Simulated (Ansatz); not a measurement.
# AgCl (Chlorargyrite): the cost of one run

Method: DFT PBEsol, all-electron LAPW, scalar-relativistic unless said, in Ansatz 0.2.0.

The COD entry's cell or inner coordinates are ideal or old and differ from later refinements, so a difference from it is no clean test against experiment.

## (1) The structure to begin with

It takes space group Fm-3m (No. 225, cubic). Conventional cell: a = 5.448 Å, b = 5.448 Å, c = 5.448 Å, α = 90.00°, β = 90.00°, γ = 90.00°. Ag (site symmetry m-3m) has 6 Cl at 2.72 Å as nearest neighbours. Cl (site symmetry m-3m) is surrounded by 6 Ag at 2.72 Å.

Coordinates:

```
Ag Cl
1.0
     2.72375    2.72375    0.00000
    -2.72375    2.72375    0.00000
     0.00000    2.72375    2.72375
Ag Cl
1 1
Direct
  0.00000 0.00000 0.00000
  0.50000 0.50000 0.00000
```

Cartesian axes are those of the input's lattice vectors. The structure goes back to a database entry.

## (2) Reference run, fine mesh, LAPW

Contents of input.yaml:

```yaml
crystal:
  lattice:
    - [2.72375145167, 2.72375145167, 0.0]
    - [-2.72375145167, 2.72375145167, 0.0]
    - [0.0, 2.72375145167, 2.72375145167]
  atoms:
    - { symbol: Ag, position: [0.0, 0.0, 0.0] }
    - { symbol: Cl, position: [0.5, 0.5, 0.0] }
kpoints:
  mp_grid: { grid: [8, 8, 8] }
scf:
  occupations: { method: fixed }
hamiltonian:
  xc: pbesol
  pseudopotentials: { kind: all_electron, lapw: { basis_error: 0.001 } }
magnetization:
  noncollinear: true
  spin_orbit: true
output:
  forces: true
  stress: true
  eigenvalues: true
  eigenstates:
    nscf_kmesh: { grid: [12, 12, 12] }
    de_dk: true
    e_range: [-9, 10.72490225636]
checkpoint:
  write: ck
  write_wavefunctions: false
```

The run is started by

```bash
> ansatz run input.yaml --threads 1 --pin off --max-ram 3072MiB --backend cpu --events-out ev --progress --plain --runs-dir out
```

Q: Estimate wall time and peak memory on 1 thread of Intel Xeon 6975P-C (Granite Rapids), shared host.

About 39 s, with a peak of 0.45 GiB.
